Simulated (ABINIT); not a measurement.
## BAs in ABINIT: the effect of functional

The system is BAs.

```
CELL_PARAMETERS angstrom
0.00000 2.38850 2.38850
2.38850 0.00000 2.38850
2.38850 2.38850 0.00000
ATOMIC_POSITIONS crystal
As 0.75000 0.75000 0.75000
B 0.00000 0.00000 0.00000
```

Alike in all runs:

```yaml
Program: ABINIT 10.8.3 (patched build)
Task: band structure
Potentials_or_basis: JTH PAW PBE v2.0
Cutoff: 490 eV
k_mesh: 10 × 10 × 10
Occupations: fermi-dirac, width 0.05 eV
Spin: no spin polarisation
```

```csv
functional,gap on the mesh (eV)
LDA,1.13
PBEsol,1.08
RPBE,1.21
BLYP,1.41
AM05,1.12
r2SCAN,1.36
SCAN,1.41
revPBE,1.20
PW91,1.20
WC,1.09
TB-mBJ,?
```

**Question.** What does the run with functional TB-mBJ give?

**Answer.** gap on the mesh 1.72 eV.

Caveats: the constant c of TB-mBJ comes from the pseudo density here, which moves gaps by up to 0.3 eV between sets of potentials (some runs).

Runs at the PBE level aren't shown here.
